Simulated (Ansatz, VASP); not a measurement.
Given: the input of a run of VASP 6.6.1 on AlNi3. The cell is a database's computed one, not the measured one.

File INCAR:

```
ALGO     = Fast           # electronic algorithm
EDIFF    = 1E-7           # SCF threshold, eV
EDIFFG   = -0.01          # ionic threshold
ENCUT    = 600            # plane-wave cutoff, eV
GGA      = PE             # functional
IBRION   = 2              # ionic algorithm
ISIF     = 3              # what is computed and relaxed
ISMEAR   = -1             # smearing method
ISPIN    = 2              # spin polarisation
IVDW     = 12             # dispersion correction
KPAR     = 2            
LASPH    = True           # aspherical terms in the spheres
LCHARG   = False          # write CHGCAR
LMAXMIX  = 4              # l up to which the mixer works
LORBIT   = 11             # projections on sites
LREAL    = False          # projectors in reciprocal space
LWAVE    = False          # write WAVECAR
MAGMOM   = 1 1 1 0        # initial moments
NELM     = 150            # most SCF steps
NSW      = 40             # ionic steps
PREC     = Accurate       # precision mode
SIGMA    = 0.05           # smearing width, eV
```

The input KPOINTS:

```
k-points
0
Gamma
  8 8 8
```

Contents of POSCAR:

```
AlNi3
1.0
    3.5230547267      0.0000000000      0.0000000000
    0.0000000000      3.5230547267      0.0000000000
    0.0000000000      0.0000000000      3.5230547267
Ni Al
3 1
Direct
    0.5000000000      0.5000000000      0.0000000000
    0.5000000000      0.0000000000      0.5000000000
    0.0000000000      0.5000000000      0.5000000000
    0.0000000000      0.0000000000      0.0000000000
```

Potentials or basis: VASP PAW PBE potentials, release 64 (Ni, Al).

The run is started by

```console
$ cat potpaw_PBE.64/Ni/POTCAR potpaw_PBE.64/Al/POTCAR > POTCAR
$ mpirun -np 2 vasp_std > vasp.out
```

Task: What does the same run look like in Ansatz 0.2.0? Potentials or basis there: Ansatz PAW, cutoff 420 eV.

Result: As run (cutoffs and basis follow the program's own potentials, and thresholds, step limits or extra output files can differ):

Contents of input.yaml:

```yaml
crystal:
  lattice:
    - [3.5230547267, 0.0, 0.0]
    - [0.0, 3.5230547267, 0.0]
    - [0.0, 0.0, 3.5230547267]
  atoms:
    - { symbol: Ni, position: [0.5, 0.5, 0.0], spin: 1.0 }
    - { symbol: Ni, position: [0.5, 0.0, 0.5], spin: 1.0 }
    - { symbol: Ni, position: [0.0, 0.5, 0.5], spin: 1.0 }
    - { symbol: Al, position: [0.0, 0.0, 0.0] }
hamiltonian:
  xc: pbe
  pseudopotentials: { kind: paw }
  dispersion: d3bj
magnetization:
  spin_polarized: true
kpoints:
  mp_grid: { grid: [8, 8, 8] }
scf:
  occupations: { method: fermi_dirac, width: 0.05 }
output:
  forces: true
  stress: true
relax:
  f_tol: 0.01
  max_steps: 40
  cell: { stress_tol: 0.05 }
```

Potentials or basis: Ansatz PAW.

Launch:

```sh
$ ansatz run input.yaml --threads 2 --pin off --max-ram 5632MiB --backend cpu --events-out ev --progress --plain --runs-dir out
```

Both were run:

|  | VASP | Ansatz |
| --- | --- | --- |
| Relaxed volume | 10.93 Å³/atom | 10.94 Å³/atom |
| Relaxed cell | a = 3.523 Å, b = 3.523 Å, c = 3.523 Å, α = 90.00°, β = 90.00°, γ = 90.00° | a = 3.524 Å, b = 3.524 Å, c = 3.524 Å, α = 90.00°, β = 90.00°, γ = 90.00° |
| Space group after relaxing | Pm-3m (No. 221) | Pm-3m (No. 221) |
| Pressure after relaxing | 0.1 GPa | 0.0 GPa |
| Net moment | 0.67 μB per cell | 0.70 μB per cell |

Ansatz's pressure holds a Pulay term of +0.06 GPa for its cutoff of 420 eV, which the other run lacks.

The potentials hold 33 and 57 valence electrons a cell.

Where Ansatz's input types no cutoff or centring, it takes its own default and a Γ-centred mesh.

The magnetic state is the one that the start led to; the real crystal's order can differ.

Pressure is positive in compression.
